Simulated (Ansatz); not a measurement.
**Pressure against volume: ZrC**

```yaml
crystal:
  lattice:
    - [0.00000, 2.35021, 2.35021]
    - [2.35021, 0.00000, 2.35021]
    - [2.35021, 2.35021, 0.00000]
  atoms:
    - { symbol: Zr, position: [0.50000, 0.50000, 0.50000] }
    - { symbol: C, position: [0.00000, 0.00000, 0.00000] }
```

The cell is a measured one (Crystallography Open Database entry 1562921); the temperature and pressure of the measurement aren't taken into account, and nothing was relaxed.

Levels of theory: DFT, PBE, all-electron LAPW, scalar-relativistic (Ansatz 0.2.0); DFT, PBE, PAW with Ansatz's default frozen-core files, scalar-relativistic (Ansatz 0.2.0).

For LAPW: a Γ-centred 15×15×15 k mesh, Fermi–Dirac smearing of 0.05 eV, basis error target 0.5 meV/atom, no spin polarisation. PAW takes a cutoff of 420 eV at this cell. The Ansatz runs share mesh, smearing and spin set-up. Plane-wave (PAW) pressures include the program's estimate of the Pulay term.

The cell above is scaled evenly, with fractional coordinates and shape held.

```
V/V(cell)  V (Å³/atom)  P, LAPW (GPa)  P, PAW (GPa)
   0.9600       12.462          11.30         11.24
   0.9800       12.722           6.01          5.95
   1.0000       12.981           1.24          1.17
   1.0200       13.241          -3.09         -3.15
   1.0400       13.501          -6.99         -7.05
```

Problem. What do Birch–Murnaghan fits to the pressures give?

Solution. LAPW: V0 = 13.05 Å³/atom, B0 = 222 GPa, B0′ = 4.1; PAW: V0 = 13.05 Å³/atom, B0 = 222 GPa, B0′ = 4.1.

PAW's V0 lies -0.03 % from the all-electron value and its B0 0.1 %. Symmetry fixes shape and coordinates here, so this is the relaxed modulus.
